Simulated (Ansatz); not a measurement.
# HfN: convergence with the PAW cutoff

One table from this session's results is given with a row withheld; the runs are named, their logs left out.

Computed with Ansatz 0.2.0 (DFT, PBE, PAW with Ansatz's default frozen-core files, scalar-relativistic, unless a step's input says otherwise).

## Starting point

Symmetry: Fm-3m, No. 225, cubic system. The conventional cell has a = 4.518 Å, b = 4.518 Å, c = 4.518 Å, α = 90.00°, β = 90.00°, γ = 90.00°. Around Hf (site symmetry m-3m) lie 6 N at 2.26 Å. Around N (site symmetry m-3m) lie 6 Hf at 2.26 Å.

As a file:

```xyz
2
Lattice="0.0000 2.2590 2.2590 2.2590 0.0000 2.2590 2.2590 2.2590 0.0000" Properties=species:S:1:pos:R:3 pbc="T T T"
Hf    0.0000    0.0000    0.0000
N     2.2590    2.2590    2.2590
```

The cell comes from a crystallographic database entry that wasn't checked; take it as a given geometry, which may be far from equilibrium.

Atoms are numbered in the order of the input: Hf1, N2.

The first run:

The input, input.yaml:

```yaml
crystal:
  lattice:
    - [0.0, 2.259, 2.259]
    - [2.259, 0.0, 2.259]
    - [2.259, 2.259, 0.0]
  atoms:
    - { symbol: Hf, position: [0.0, 0.0, 0.0] }
    - { symbol: "N", position: [0.5, 0.5, 0.5] }
kpoints:
  mp_grid: { grid: [10, 10, 10] }
scf:
  occupations: { method: fermi_dirac, width: 0.03 }
hamiltonian:
  xc: pbe
  pseudopotentials: { kind: paw }
output:
  forces: true
  stress: true
  eigenvalues: true
  efg: { contact_densities: true }
basis:
  ecutwfc: 150
```

Command:

```
ansatz run input.yaml --threads 1 --pin off --max-ram 2048MiB --backend cpu --events-out ev --progress --plain --runs-dir out
```

Among the steps run: With PAW files, cutoff 150 eV; With PAW files, cutoff 250 eV; With PAW files, cutoff 300 eV; With PAW files, cutoff 350 eV; With PAW files, cutoff 800 eV.

One table of the session follows, with a row left open; its other results are not shown here.

It belongs to the step «The sweep in one table». 

| cutoff (eV) | pressure (GPa) |
| --- | --- |
| 150 | 44.09 |
| 250 | 4.85 |
| 300 | ? |
| 350 | 5.16 |
| 800 | 5.37 |

Estimate the missing values for cutoff (eV) = 300.

Worked estimate for «pressure (GPa)». A straight line through the neighbours (250, 4.85) and (350, 5.16) gives 4.85 + (5.16 − 4.85) × (300 − 250) / (350 − 250) = 5.00; a parabola fitted to 4 rows on both sides gives 6.26.

As computed: pressure (GPa): 5.20. In «pressure (GPa)» the line misses by -0.20 and the parabola by +1.06. Between these rows the values bend or scatter more than so simple an estimate can follow.

Energies are those extrapolated to zero smearing.

Caveats from the session: Warnings in the runs' records: gradients without spin orbit, cutoff below recommended.
